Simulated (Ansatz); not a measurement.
ZrC:

```
CELL_PARAMETERS angstrom
3.39148 0.00000 0.00000
-1.69574 2.93710 0.00000
0.00000 0.00000 5.29005
ATOMIC_POSITIONS crystal
Zr 0.66667 0.33333 0.75000
Zr 0.33333 0.66667 0.25000
C 0.00000 0.00000 0.50000
C 0.00000 0.00000 0.00000
```

The cell comes from a database or a generator and needn't be the stable form of this composition.

Base run:

| Quantity | Value |
| --- | --- |
| Program | Ansatz 0.2.0 |
| Functional | PBEsol |
| Potentials or basis | Ansatz PAW |
| Cutoff | 420 eV (not typed: the program's choice for these potentials) |
| k mesh | 9 × 9 × 5 |
| Occupations | fermi-dirac, width 0.05 eV |
| Spin | no spin polarisation |
| Hubbard terms | Zr d U = 6 eV |

Its results: band gap on the k mesh none (metal or under the smearing width); pressure 0.0 GPa.

Q: After a change of settings the same cell gave: band gap on the k mesh none (metal or under the smearing width); pressure 3.4 GPa. Which change was it?
A. hubbard terms from Zr d U = 6 eV to Zr d U = 3 eV
B. hubbard terms from Zr d U = 6 eV to none; hubbard projectors from ortho-atomic (the default) to none
C. hubbard terms from Zr d U = 6 eV to Zr d U = 8 eV

A: C.

Caveats: U without spin polarisation on a metal has little footing; the PAW data sets come from PBE, with cores solved anew for the run's functional, which leaves a small shift of forces and pressure; the U is typed as a test and isn't derived for this compound.
